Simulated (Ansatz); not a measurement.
Runs of Ansatz 0.2.0 on SnTe. It takes space group Fm-3m (No. 225, cubic). The conventional cell has a = 6.302 Å, b = 6.302 Å, c = 6.302 Å, α = 90.00°, β = 90.00°, γ = 90.00°. Te (site symmetry m-3m) is surrounded by 6 Sn at 3.15 Å. Sn (site symmetry m-3m) has 6 Te at 3.15 Å as nearest neighbours. 

| task | level | spin | cell | cutoff (eV) | smearing | driver | points for each segment of the path | other keys | pressure (GPa) | moment (μB) |
| --- | --- | --- | --- | --- | --- | --- | --- | --- | --- | --- |
| electron localisation function | r2SCAN+rVV10 | collinear, ferromagnetic start | volume scaled by 0.96 | 500 | gaussian 0.02 eV | - | - | - | 2.8 | 0.00 |
| single point | RPBE | off | as given | 420 | fermi-dirac 0.025 eV | chain | - | hamiltonian.xc = rpbe | 3.7 | - |
| electron localisation function | r2SCAN+rVV10 | collinear, ferromagnetic start | volume scaled by 0.96 | 500 | gaussian 0.02 eV | chain | - | - | 2.8 | 0.00 |
| band structure | LDA | off | as given | 400 | methfessel-paxton 0.05 eV | chain | 14 | basis.ecutwfc = 400 eV; scf.occupations.method = methfessel_paxton; … | (a) | - |

Alike in all rows: potentials or basis Ansatz PAW; k mesh 7 × 7 × 7.

Task: Fill in the values left out.

Result: (a) -1.6.

Caveats: the starting moments weren't kept (some runs); the PAW data sets come from PBE, with cores solved anew for the run's functional, which leaves a small shift of forces and pressure (some runs); the PAW data sets were made with another functional, which shifts forces and pressure a little (some runs); the cutoff lies under the one recommended for these potentials (some runs).
